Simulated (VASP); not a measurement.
# TlBr (Pm-3m) in VASP: notebook, part 2 of 2

VASP 6.6.1.

## (3) Relaxation of cell and atoms, PBE+D3(BJ)

This run uses another cell than the first one, of 31.29 Å³/atom, 0.993 times its volume.

INCAR

```
ALGO = Normal
EDIFF = 1E-7
EDIFFG = -0.005
ENCUT = 600
GGA = PE
IBRION = 2
ISIF = 3
ISMEAR = 0
IVDW = 12
LASPH = True
LCHARG = False
LREAL = False
LWAVE = False
NELM = 100
NSW = 100
PREC = Accurate
SIGMA = 0.02
```

KPOINTS

```
k-points
0
Gamma
  8 8 8
```

POSCAR

```
TlBr
1.0
    3.9700000000      0.0000000000      0.0000000000
    0.0000000000      3.9700000000      0.0000000000
    0.0000000000      0.0000000000      3.9700000000
Tl Br
1 1
Direct
    0.0000000000      0.0000000000      0.0000000000
    0.5000000000      0.5000000000      0.5000000000
```

Potentials or basis: VASP PAW PBE potentials, release 64 (Tl_d, Br).

On the command line:

```
$ cat potpaw_PBE.64/Tl_d/POTCAR potpaw_PBE.64/Br/POTCAR > POTCAR
$ mpirun -np 1 vasp_std > vasp.out
```

Run time: 53 s. Hardware: 1 thread of Intel Xeon Platinum 8488C (Sapphire Rapids), shared host; peak memory 0.21 GiB.

It converged, with:

```yaml
Free_energy: -6.0806 eV
Relaxed_volume: 31.49 Å³/atom
Relaxed_cell: a = 3.979 Å, b = 3.979 Å, c = 3.979 Å, α = 90.00°, β = 90.00°, γ = 90.00°
Space_group_after_relaxing_to_0.05_Å: Pm-3m (No. 221)
Energy_gained_by_relaxing: 0.1 meV/atom
Ionic_steps: 3
Pressure_after_relaxing: 0.0 GPa
Band_gap_on_the_k_mesh: 1.86 eV, direct
Dispersion_energy_per_atom: -0.274 eV
```

Step by step:
```tsv
step	energy change (eV)	largest force (eV/Å)	pressure (GPa)	volume (Å³)
1	0.0000	0.0000	0.12	62.57
2	-0.0001	0.0000	0.06	62.78
3	-0.0002	0.0000	0.01	62.98
```

Final structure:
```
Tl Br
1.0
     3.97856    0.00000    0.00000
     0.00000    3.97856    0.00000
     0.00000    0.00000    3.97856
Tl Br
1 1
Direct
  0.00000 0.00000 0.00000
  0.50000 0.50000 0.50000
```

Levels at points of the mesh, in eV from the valence-band top:
```tsv
k point	band 6	band 7	band 8	band 9	band 10	band 11	band 12	band 13	band 14
(0.00, 0.00, 0.00)	-9.93	-4.65	-1.31	-1.31	-1.31	7.01	7.01	7.23	7.23
(0.50, 0.00, 0.00)	-9.92	-5.54	-0.81	-0.81	0.00	1.86	5.77	5.77	8.00
(0.50, 0.50, 0.00)	-9.88	-3.75	-2.94	-2.94	-0.72	4.87	4.87	7.39	7.70
(0.50, 0.50, 0.50)	-9.87	-2.75	-1.92	-1.92	-1.92	2.14	2.14	2.14	12.83
```

Caveat: spin-orbit coupling is left out, which as a rule narrows the gap of such compounds by several tenths of an eV. A k mesh can miss the band edges.

## (4) Single point, PBE+D3(BJ)

This run uses another cell than the first one, of 31.29 Å³/atom, 0.993 times its volume.

INCAR

```
ALGO = Normal
EDIFF = 1E-6
ENCUT = 520
GGA = PE
ISIF = 2
ISMEAR = 0
IVDW = 12
LASPH = T
LCHARG = T
LELF = T
LREAL = F
LVHAR = T
LWAVE = F
NBANDS = 17
NELM = 100
PREC = Accurate
SIGMA = 0.1
```

KPOINTS

```
k-points
0
Gamma
  4 4 4
```

POSCAR is that of step 3.

Potentials or basis: VASP PAW PBE potentials, release 64 (Tl_d, Br).

On the command line:

```
$ cat potpaw_PBE.64/Tl_d/POTCAR potpaw_PBE.64/Br/POTCAR > POTCAR
$ mpirun -np 1 vasp_std > vasp.out
```

OUTCAR:

```text
EDIFF = 1E-6
   ENCUT = 520
   GGA = PE
   ISIF = 2
   ISMEAR = 0
   IVDW = 12
   LASPH = T
   LREAL = F
   NELM = 100
   PREC = Accurate
 IVDW          = 12

 ion  position               nearest neighbor table
   1  0.000  0.000  0.000-   2 3.44   2 3.44   2 3.44   2 3.44   2 3.44   2 3.44   2 3.44   2 3.44

   2  0.500  0.500  0.500-   1 3.44   1 3.44   1 3.44   1 3.44   1 3.44   1 3.44   1 3.44   1 3.44

  LATTYP: Found a simple cubic cell.
 ALAT       =     3.9700000000

  Lattice vectors:

 A1 = (   3.9700000000,   0.0000000000,   0.0000000000)
 A2 = (   0.0000000000,   3.9700000000,   0.0000000000)
 A3 = (   0.0000000000,   0.0000000000,   3.9700000000)

Analysis of symmetry for initial positions (statically):
=====================================================================
 Subroutine PRICEL returns:
 Original cell was already a primitive cell.

 Routine SETGRP: Setting up the symmetry group for a
 simple cubic supercell.

 Subroutine GETGRP returns: Found 48 space group operations
 (whereof 48 operations were pure point group operations)
 out of a pool of 48 trial point group operations.
[... 146 lines left out ...]
  free energy    TOTEN  =        -5.51633959 eV

  energy without entropy =       -5.51633959  energy(sigma->0) =       -5.51633959

 E-fermi :   2.9674     XC(G=0):  -9.0024

 val. band max:        2.4727859852   @ k =   0.5000   0.0000   0.0000
 cond. band min:       4.3072717965   @ k =   0.5000   0.0000   0.0000
 fundamental gap:      1.8344858113
 Fermi energy:         2.9674391171

 k-point     1 :       0.0000    0.0000    0.0000
  band No.  band energies     occupation
      1     -11.3003      2.00000
      2      -7.6614      2.00000
      3      -7.6614      2.00000
      4      -7.4807      2.00000
      5      -7.4807      2.00000
      6      -7.4807      2.00000
[... 177 lines left out ...]
      4      -7.6192      2.00000
      5      -7.4246      2.00000
      6      -7.4246      2.00000
[... 9 lines left out ...]
     16      15.3402      0.00000
     17      18.7720      0.00000

------------------------ aborting loop because EDIFF is reached ----------------------------------------

 Edisp (eV)   -0.55172

 E8    (eV) :    -0.2591

  FORCE on cell =-STRESS in cart. coord.  units (eV):
  Direction    XX          YY          ZZ          XY          YZ          ZX
  --------------------------------------------------------------------------------------
  -------------------------------------------------------------------------------------
  Total       0.08518     0.08518     0.08518     0.00000     0.00000    -0.00000
  in kB       2.18113     2.18113     2.18113     0.00000     0.00000    -0.00000
  external pressure =        2.18 kB  Pullay stress =        0.00 kB

 VOLUME and BASIS-vectors are now :
 -----------------------------------------------------------------------------
  energy-cutoff  :      520.00
  volume of cell :       62.57
      direct lattice vectors                 reciprocal lattice vectors
     3.970000000  0.000000000  0.000000000     0.251889169  0.000000000  0.000000000
     0.000000000  3.970000000  0.000000000     0.000000000  0.251889169  0.000000000
     0.000000000  0.000000000  3.970000000     0.000000000  0.000000000  0.251889169

 POSITION                                       TOTAL-FORCE (eV/Angst)
 -----------------------------------------------------------------------------------
      0.00000      0.00000      0.00000         0.000000      0.000000      0.000000
      1.98500      1.98500      1.98500         0.000000      0.000000      0.000000
 -----------------------------------------------------------------------------------
    total drift:                                0.000000     -0.000000     -0.000000

  FREE ENERGIE OF THE ION-ELECTRON SYSTEM (eV)
  ---------------------------------------------------
  free  energy   TOTEN  =        -6.0680575028 eV

  energy  without entropy=       -6.0680575028  energy(sigma->0) =       -6.06805750
```

Run time: 9.1 s. Hardware: 1 thread of Intel Xeon Platinum 8488C (Sapphire Rapids), shared host; peak memory 0.17 GiB.

What came out:

| Item | Value |
| --- | --- |
| Free energy | -6.0681 eV |
| Pressure | 0.2 GPa |
| Band gap on the k mesh | 1.83 eV, direct |
| Dispersion energy per atom | -0.276 eV |

Levels at points of the mesh, in eV from the valence-band top:
| k point | band 8 | band 9 | band 10 | band 11 | band 12 | band 13 |
| --- | --- | --- | --- | --- | --- | --- |
| (0.00, 0.00, 0.00) | -1.33 | -1.33 | -1.33 | 6.99 | 6.99 | 7.25 |
| (0.50, 0.00, 0.00) | -0.82 | -0.82 | 0.00 | 1.83 | 5.76 | 5.76 |
| (0.50, 0.50, 0.00) | -2.98 | -2.98 | -0.74 | 4.87 | 4.87 | 7.40 |
| (0.50, 0.50, 0.50) | -1.95 | -1.95 | -1.95 | 2.11 | 2.11 | 2.11 |

Caveat: spin-orbit coupling is left out, which as a rule narrows the gap of such compounds by several tenths of an eV. A hybrid or GW would open this gap; PBE tends to underestimate it.

## (5) The runs side by side

```csv
task,cell,k mesh,cutoff (eV),smearing,gap on the mesh (eV),pressure (GPa)
single point,"Pm-3m, 31.5 Å³/atom",8 × 8 × 8,520,gaussian 0.02 eV,1.86,0.0
relaxation of cell and atoms,relaxed,8 × 8 × 8,600,gaussian 0.02 eV,1.86,0.0
single point,"Pm-3m, 31.29 Å³/atom",4 × 4 × 4,520,gaussian 0.1 eV,1.83,0.2
```

Alike in all rows: level PBE+D3(BJ); potentials or basis VASP PAW PBE potentials, release 64 (Tl_d, Br); no spin polarisation.

Caveats: spin-orbit coupling is left out, which as a rule narrows the gap of such compounds by several tenths of an eV.

Total energies depend on the potentials used, so only differences within one code and one set of settings carry meaning.
